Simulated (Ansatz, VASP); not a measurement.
One calculation of SnO2, two programs

```
Sn O
1.0
     4.74199    0.00000    0.00000
     0.00000    4.74291    0.00000
     0.00000    0.00000    3.19547
Sn O
2 4
Cartesian
  2.3710 2.3715 1.5977
  0.0000 0.0000 0.0000
  1.4513 1.4532 0.0000
  3.8223 0.9183 1.5977
  0.9197 3.8246 1.5977
  3.2907 3.2897 0.0000
```

Alike in both runs: functional LDA; k mesh 6 × 6 × 8; occupations gaussian, width 0.02 eV; no spin polarisation.

Ansatz relaxed the structure, and its values are those at the end. VASP's run is a single point on that final structure, the one shown.

|  | VASP | Ansatz |
| --- | --- | --- |
| version | VASP 6.6.1 | Ansatz 0.2.0 |
| potentials or method | VASP PAW LDA potentials, release 64 (Sn_d, O) | scalar-relativistic, plane waves, PAW |
| plane-wave cutoff (eV) | 520 | 420 |
| valence electrons in the cell | 52 | 52 |

|  | VASP | Ansatz | Ansatz less VASP |
| --- | --- | --- | --- |
| gap on the k mesh at the Fermi level (eV) | 1.09 | 1.05 | -0.035 |
| least direct gap on the mesh (eV) | 1.09 | 1.05 | -0.035 |
| pressure (GPa) | -1.0 | -2.0 | -1.04 |
| rms of the force components (eV/Å) | 0.009 | 0.001 | -0.0081 |

Caveats: spin-orbit coupling is left out, which moves the levels of the heavy elements. A hybrid or GW would open this gap; LDA tends to underestimate it.
